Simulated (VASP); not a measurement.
# SnTe (Fm-3m) in VASP: a series of runs, part 2 of 2

VASP 6.6.1.

### Step 4. Band structure, revPBE

The input, INCAR:

```
PREC     = Accurate       # precision mode
ENCUT    = 520            # plane-wave cutoff, eV
EDIFF    = 1E-7           # SCF threshold, eV
ISMEAR   = -1             # smearing method
SIGMA    = 0.05           # smearing width, eV
LREAL    = False          # projectors in reciprocal space
LASPH    = True           # aspherical terms in the spheres
NELM     = 80             # most SCF steps
ALGO     = Normal         # electronic algorithm
ISIF     = 2              # what is computed and relaxed
LWAVE    = False          # write WAVECAR
LCHARG   = False          # write CHGCAR
GGA      = RE             # functional
```

The input, KPOINTS:

```
Automatic mesh
0
Gamma
  7 7 7
```

The input, POSCAR:

```
SnTe
1.0
    0.0000000000      3.1508500000      3.1508500000
    3.1508500000      0.0000000000      3.1508500000
    3.1508500000      3.1508500000      0.0000000000
Te Sn
1 1
Direct
    0.5000000000      0.5000000000      0.5000000000
    0.0000000000      0.0000000000      0.0000000000
```

The input, KPOINTS_OPT:

```
path GXWKGLUWLK,UX
20
line-mode
reciprocal
 0.0000000000  0.0000000000  0.0000000000  G
 0.5000000000  0.0000000000  0.5000000000  X

 0.5000000000  0.0000000000  0.5000000000  X
 0.5000000000  0.2500000000  0.7500000000  W

 0.5000000000  0.2500000000  0.7500000000  W
 0.3750000000  0.3750000000  0.7500000000  K

 0.3750000000  0.3750000000  0.7500000000  K
 0.0000000000  0.0000000000  0.0000000000  G

 0.0000000000  0.0000000000  0.0000000000  G
 0.5000000000  0.5000000000  0.5000000000  L

 0.5000000000  0.5000000000  0.5000000000  L
 0.6250000000  0.2500000000  0.6250000000  U

 0.6250000000  0.2500000000  0.6250000000  U
 0.5000000000  0.2500000000  0.7500000000  W

 0.5000000000  0.2500000000  0.7500000000  W
 0.5000000000  0.5000000000  0.5000000000  L

 0.5000000000  0.5000000000  0.5000000000  L
 0.3750000000  0.3750000000  0.7500000000  K

 0.6250000000  0.2500000000  0.6250000000  U
 0.5000000000  0.0000000000  0.5000000000  X
```

Started as:

```bash
$ cat potpaw_PBE.64/Te/POTCAR potpaw_PBE.64/Sn_d/POTCAR > POTCAR
$ mpirun -np 1 vasp_std > vasp.out
```

Run time: 1.7 min. Hardware: 1 thread of Intel Xeon Platinum 8259CL at 2.50GHz (Skylake/Cascade Lake), shared host; peak memory 0.22 GiB.

The run converged. Its results:

- Free energy: -6.9204 eV
- Pressure: 3.2 GPa
- Band gap along the path: 0.04 eV, indirect (least direct gap 0.08 eV)

Levels at the corners of the path, in eV from the Fermi level:
```tsv
point	band 6	band 7	band 8	band 9	band 10	band 11	band 12	band 13	band 14
Γ	-12.89	-4.73	-2.25	-2.25	-2.25	3.27	3.27	3.27	4.65
X	-11.31	-6.53	-5.67	-3.85	-3.85	2.10	4.85	4.85	6.32
X	-11.31	-6.53	-5.67	-3.85	-3.85	2.10	4.85	4.85	6.32
W	-11.22	-7.44	-4.93	-4.93	-0.93	0.77	4.54	4.54	6.00
W	-11.22	-7.44	-4.93	-4.93	-0.93	0.77	4.54	4.54	6.00
K	-11.27	-7.50	-5.28	-3.35	-2.80	2.94	3.00	4.12	5.49
K	-11.27	-7.50	-5.28	-3.35	-2.80	2.94	3.00	4.12	5.49
Γ	-12.89	-4.73	-2.25	-2.25	-2.25	3.27	3.27	3.27	4.65
Γ	-12.89	-4.73	-2.25	-2.25	-2.25	3.27	3.27	3.27	4.65
L	-11.61	-8.42	-1.92	-1.92	-0.05	0.03	0.28	0.28	7.73
L	-11.61	-8.42	-1.92	-1.92	-0.05	0.03	0.28	0.28	7.73
U	-11.27	-7.50	-5.28	-3.35	-2.80	2.94	3.00	4.12	5.49
U	-11.27	-7.50	-5.28	-3.35	-2.80	2.94	3.00	4.12	5.49
W	-11.22	-7.44	-4.93	-4.93	-0.93	0.77	4.54	4.54	6.00
W	-11.22	-7.44	-4.93	-4.93	-0.93	0.77	4.54	4.54	6.00
L	-11.61	-8.42	-1.92	-1.92	-0.05	0.03	0.28	0.28	7.73
L	-11.61	-8.42	-1.92	-1.92	-0.05	0.03	0.28	0.28	7.73
K	-11.27	-7.50	-5.28	-3.35	-2.80	2.94	3.00	4.12	5.49
U	-11.27	-7.50	-5.28	-3.35	-2.80	2.94	3.00	4.12	5.49
X	-11.31	-6.53	-5.67	-3.85	-3.85	2.10	4.85	4.85	6.32
```

Caveat: this odd mesh misses L, where the gap lies, so gap, dielectric constants and Born charges aren't listed; the PAW data sets were made with another functional, which shifts forces and pressure a little; spin-orbit coupling is left out, which moves the levels of the heavy elements.

### Step 5. Band structure, r2SCAN

The input, INCAR:

```
ALGO = Normal
EDIFF = 1E-6
ENCUT = 520
ISIF = 2
ISMEAR = -1
LASPH = True
LCHARG = False
LMIXTAU = True
LREAL = False
LWAVE = False
METAGGA = R2SCAN
NBANDS = 17
NELM = 100
PREC = Accurate
SIGMA = 0.05
```

The input, KPOINTS:

```
k-points
0
Gamma
  7 7 7
```

POSCAR is that of step 4.

Edit KPOINTS_OPT of step 4 so:

```diff
@@ -1,3 +1,3 @@
 path GXWKGLUWLK,UX
-20
+10
 line-mode
```

Potentials or basis: VASP PAW PBE potentials, release 64 (Te, Sn_d).

Started as:

```bash
$ cat potpaw_PBE.64/Te/POTCAR potpaw_PBE.64/Sn_d/POTCAR > POTCAR
$ mpirun -np 1 vasp_std > vasp.out
```

OUTCAR:

```text
EDIFF = 1E-6
   ENCUT = 520
   ISIF = 2
   ISMEAR = -1
   LASPH = True
   LREAL = False
   METAGGA = R2SCAN
   NELM = 100
   PREC = Accurate

 ion  position               nearest neighbor table
   1  0.500  0.500  0.500-   2 3.15   2 3.15   2 3.15   2 3.15   2 3.15   2 3.15
   2  0.000  0.000  0.000-   1 3.15   1 3.15   1 3.15   1 3.15   1 3.15   1 3.15

  LATTYP: Found a face centered cubic cell.
 ALAT       =     6.3017000000

  Lattice vectors:

 A1 = (   0.0000000000,   3.1508500000,   3.1508500000)
 A2 = (   3.1508500000,   0.0000000000,   3.1508500000)
 A3 = (   3.1508500000,   3.1508500000,   0.0000000000)

Analysis of symmetry for initial positions (statically):
=====================================================================
 Subroutine PRICEL returns:
 Original cell was already a primitive cell.

 Routine SETGRP: Setting up the symmetry group for a
 face centered cubic supercell.

 Subroutine GETGRP returns: Found 48 space group operations
 (whereof 48 operations were pure point group operations)
 out of a pool of 48 trial point group operations.

The static configuration has the point symmetry O_h .

Analysis of symmetry for dynamics (positions and initial velocities):
=====================================================================
 Subroutine PRICEL returns:
 Original cell was already a primitive cell.

 Routine SETGRP: Setting up the symmetry group for a
 face centered cubic supercell.

 Subroutine GETGRP returns: Found 48 space group operations
 (whereof 48 operations were pure point group operations)
 out of a pool of 48 trial point group operations.

The dynamic configuration has the point symmetry O_h .

 Subroutine INISYM returns: Found 48 space group operations
 (whereof 48 operations are pure point group operations),
 and found     1 'primitive' translations

----------------------------------------------------------------------------------------

[... 104 lines left out ...]
   IALGO  =     38    algorithm
   IMIX   =      4    mixing-type and parameters
     AMIX     =   0.40;   BMIX     =  1.00
     AMIX_MAG =   1.60;   BMIX_MAG =  1.00
  volume/ion in A,a.u.               =      31.28       211.10
  Fermi-wavevector in a.u.,A,eV,Ry     =   1.119387  2.115336 17.048485  1.253028
  Thomas-Fermi vector in A             =   2.256026
   LORBIT       =      0    0 simple, 1 ext, 2 COOP (PROOUT), +10 PAW based schemes
   METAGGA = R2SCAN    functional components
   LHFCALC =     F    Hartree Fock is set to
   AEXX    =    0.0000 exact exchange contribution
   IVDW    =     0    specifies the selected vdW correction
   LEPSILON=     F    determine dielectric tensor
   LRPA    =     F    only Hartree local field effects (RPA)
 non-spin polarized calculation
  energy-cutoff  :      520.00
  volume of cell :       62.56
 maximum number of plane-waves:      1705
 NGX is ok and might be reduce to    36
   NGX = 17   NGY = 17   NGZ = 17

 number of electron      19.9999998 magnetization

 Free energy of the ion-electron system (eV)
  ---------------------------------------------------
  ext. energy  EPLUGINS =         0.00000000
  ---------------------------------------------------
  free energy    TOTEN  =       -50.67989055 eV

  energy without entropy =      -50.67977388  energy(sigma->0) =      -50.67983222

 E-fermi :   7.0857     XC(G=0): -10.0703

 val. band max:        6.8010450439   @ k =   0.4286   0.0000   0.0000
 cond. band min:       7.4160170846   @ k =   0.4286   0.0000   0.0000
 fundamental gap:      0.6149720407
 Fermi energy:         7.0857195797

 k-point     1 :       0.0000    0.0000    0.0000
  band No.  band energies     occupation
      1     -15.7411      2.00000
      2     -15.7411      2.00000
      3     -15.7300      2.00000
      4     -15.7300      2.00000
      5     -15.7300      2.00000
      6      -6.4862      2.00000
[... 377 lines left out ...]
      4     -15.7247      2.00000
      5     -15.7193      2.00000
      6      -4.7383      2.00000
[... 9 lines left out ...]
     16      17.2269      0.00000
     17      17.9136      0.00000

------------------------ aborting loop because EDIFF is reached ----------------------------------------

  FORCE on cell =-STRESS in cart. coord.  units (eV):
  Direction    XX          YY          ZZ          XY          YZ          ZX
  --------------------------------------------------------------------------------------
  -------------------------------------------------------------------------------------
  Total        0.5914433      0.5914433      0.5914433      0.0000000      0.0000000      0.0000000
  in kB       15.1464374     15.1464374     15.1464374      0.0000000      0.0000000      0.0000000
  external PRESSURE =      15.1464374 kB  Pullay stress =       0.0000000 kB

 VOLUME and BASIS-vectors are now :
 -----------------------------------------------------------------------------
  energy-cutoff  :      520.00
  volume of cell :       62.56
      direct lattice vectors                 reciprocal lattice vectors
     0.000000000  3.150850000  3.150850000    -0.158687338  0.158687338  0.158687338
     3.150850000  0.000000000  3.150850000     0.158687338 -0.158687338  0.158687338
     3.150850000  3.150850000  0.000000000     0.158687338  0.158687338 -0.158687338

 POSITION                                       TOTAL-FORCE (eV/Angst)
 -----------------------------------------------------------------------------------
      3.15085      3.15085      3.15085        -0.000000      0.000000      0.000000
      0.00000      0.00000      0.00000         0.000000     -0.000000     -0.000000
 -----------------------------------------------------------------------------------
    total drift:                               -0.000000      0.000000      0.000000

  FREE ENERGIE OF THE ION-ELECTRON SYSTEM (eV)
  ---------------------------------------------------
  free  energy   TOTEN  =       -50.6798905548 eV

  energy  without entropy=      -50.6797738770  energy(sigma->0) =      -50.67983222
```

OSZICAR:

```text
N       E                     dE             d eps       ncg     rms          rms(c)
DAV:   1     0.851848956731E+02    0.85185E+02   -0.10000E+04   689   0.137E+03
DAV:   2    -0.421946823881E+02   -0.12738E+03   -0.12373E+03   754   0.334E+02
[... 50 lines left out ...]
DAV:   6    -0.294520383246E+04   -0.34411E-02      897
DAV:   7    -0.294520397228E+04   -0.13982E-03     1090
DAV:   8    -0.294520397309E+04   -0.81375E-06      722
       N       E                     dE             ncg
DAV:   1    -0.268827818835E+03   -0.12818E+05      680
DAV:   2    -0.273718043716E+04   -0.24684E+04      721
DAV:   3    -0.296139885469E+04   -0.22422E+03      881
DAV:   4    -0.296792645981E+04   -0.65276E+01      804
DAV:   5    -0.296819709692E+04   -0.27064E+00     1002
DAV:   6    -0.296820351304E+04   -0.64161E-02      834
DAV:   7    -0.296820359597E+04   -0.82925E-04     1033
DAV:   8    -0.296820359685E+04   -0.88077E-06      609
```

It took 2.7 min on 1 thread of Intel Xeon 6975P-C (Granite Rapids), shared host; peak memory 0.22 GiB.

Results:

```
Free energy             : -50.6799 eV
Pressure                : 1.5 GPa
Band gap along the path : 0.03 eV, direct
```

Levels at the corners of the path, in eV from the Fermi level:
```csv
point,band 6,band 7,band 8,band 9,band 10,band 11,band 12,band 13,band 14,band 15
Γ,-13.57,-4.80,-2.56,-2.56,-2.56,3.37,3.37,3.37,4.90,4.90
X,-11.88,-6.83,-6.05,-4.19,-4.19,2.25,5.05,5.05,6.65,9.12
X,-11.88,-6.83,-6.05,-4.19,-4.19,2.25,5.05,5.05,6.65,9.12
W,-11.79,-7.84,-5.29,-5.29,-1.10,0.77,4.76,4.76,6.26,6.26
W,-11.79,-7.84,-5.29,-5.29,-1.10,0.77,4.76,4.76,6.26,6.26
K,-11.84,-7.90,-5.64,-3.67,-3.01,2.98,3.16,4.33,5.75,8.34
K,-11.84,-7.90,-5.64,-3.67,-3.01,2.98,3.16,4.33,5.75,8.34
Γ,-13.57,-4.80,-2.56,-2.56,-2.56,3.37,3.37,3.37,4.90,4.90
Γ,-13.57,-4.80,-2.56,-2.56,-2.56,3.37,3.37,3.37,4.90,4.90
L,-12.21,-8.88,-2.19,-2.19,0.02,0.05,0.21,0.21,8.15,9.05
L,-12.21,-8.88,-2.19,-2.19,0.02,0.05,0.21,0.21,8.15,9.05
U,-11.84,-7.90,-5.64,-3.67,-3.01,2.98,3.16,4.33,5.75,8.34
U,-11.84,-7.90,-5.64,-3.67,-3.01,2.98,3.16,4.33,5.75,8.34
W,-11.79,-7.84,-5.29,-5.29,-1.10,0.77,4.76,4.76,6.26,6.26
W,-11.79,-7.84,-5.29,-5.29,-1.10,0.77,4.76,4.76,6.26,6.26
L,-12.21,-8.88,-2.19,-2.19,0.02,0.05,0.21,0.21,8.15,9.05
L,-12.21,-8.88,-2.19,-2.19,0.02,0.05,0.21,0.21,8.15,9.05
K,-11.84,-7.90,-5.64,-3.67,-3.01,2.98,3.16,4.33,5.75,8.34
U,-11.84,-7.90,-5.64,-3.67,-3.01,2.98,3.16,4.33,5.75,8.34
X,-11.88,-6.83,-6.05,-4.19,-4.19,2.25,5.05,5.05,6.65,9.12
```

Caveat: this odd mesh misses L, where the gap lies, so gap, dielectric constants and Born charges aren't listed; the PAW data sets were made with another functional, which shifts forces and pressure a little; spin-orbit coupling is left out, which moves the levels of the heavy elements.

### Step 6. For comparison

An earlier run on the cell as given: functional PBE; potentials or basis VASP PAW PBE potentials, release 64 (Te, Sn_d); cutoff 520 eV; k mesh 7 × 7 × 7; occupations fermi-dirac, width 0.05 eV; no spin polarisation.

- Pressure: 2.2 GPa

### Step 7. The runs side by side

| task | level | potentials or basis | k mesh | cutoff (eV) | smearing | ladder | GW scheme | GW iterations | cutoff of the response function | frequency points | mesh quality | pressure (GPa) |
| --- | --- | --- | --- | --- | --- | --- | --- | --- | --- | --- | --- | --- |
| evGW0 quasiparticle levels | PBE | VASP PAW PBE potentials, release 64 (Te_GW, Sn_d_GW) | 4 × 4 × 4 | 500 | gaussian 0.01 eV | free | evGW0 | 4 | 150 | 50 | coarse | - |
| band structure | RPBE | VASP PAW PBE potentials, release 64 (Te, Sn_d) | 7 × 7 × 7 | 520 | fermi-dirac 0.05 eV | - | - | - | - | - | not flagged | 3.6 |
| band structure | revPBE | VASP PAW PBE potentials, release 64 (Te, Sn_d) | 7 × 7 × 7 | 520 | fermi-dirac 0.05 eV | - | - | - | - | - | not flagged | 3.2 |
| band structure | r2SCAN | VASP PAW PBE potentials, release 64 (Te, Sn_d) | 7 × 7 × 7 | 520 | fermi-dirac 0.05 eV | - | - | - | - | - | not flagged | 1.5 |
| single point | PBE | VASP PAW PBE potentials, release 64 (Te, Sn_d) | 7 × 7 × 7 | 520 | fermi-dirac 0.05 eV | - | - | - | - | - | not flagged | 2.2 |

Alike in all rows: no spin polarisation; cell as given.

Caveats: some runs use coarse meshes; spin-orbit coupling is left out, which moves the levels of the heavy elements (some runs); the PAW data sets were made with another functional, which shifts forces and pressure a little (some runs); bands, screening cutoff and mesh are small and nothing is extrapolated, so the quasiparticle values aren't converged (some runs).

Absolute energies hang on the potentials; compare differences alone.

### Step 8. Comparison with measurements

Step 3. Measured gap of SnTe: 0.18 eV (direct; 300 K; a printed reference work, textbook). This calculation gives 0.04 eV (-0.14 eV). Spin-orbit coupling on Sn, Te is left out. The value is that of RPBE, without temperature or zero-point motion. Semilocal functionals fall short of measured gaps as a rule.

Step 4. Measured gap of SnTe: 0.18 eV (direct; 300 K; a printed reference work, textbook). This calculation gives 0.04 eV (-0.14 eV). Spin-orbit coupling on Sn, Te is left out. The value is that of revPBE, without temperature or zero-point motion. Semilocal functionals fall short of measured gaps as a rule.

Step 5. A measured gap of SnTe is 0.18 eV (direct; 300 K; a printed reference work, textbook); the calculated 0.03 eV misses it by -0.15 eV. Spin-orbit coupling on Sn, Te is left out. The value is that of r2SCAN, without temperature or zero-point motion.
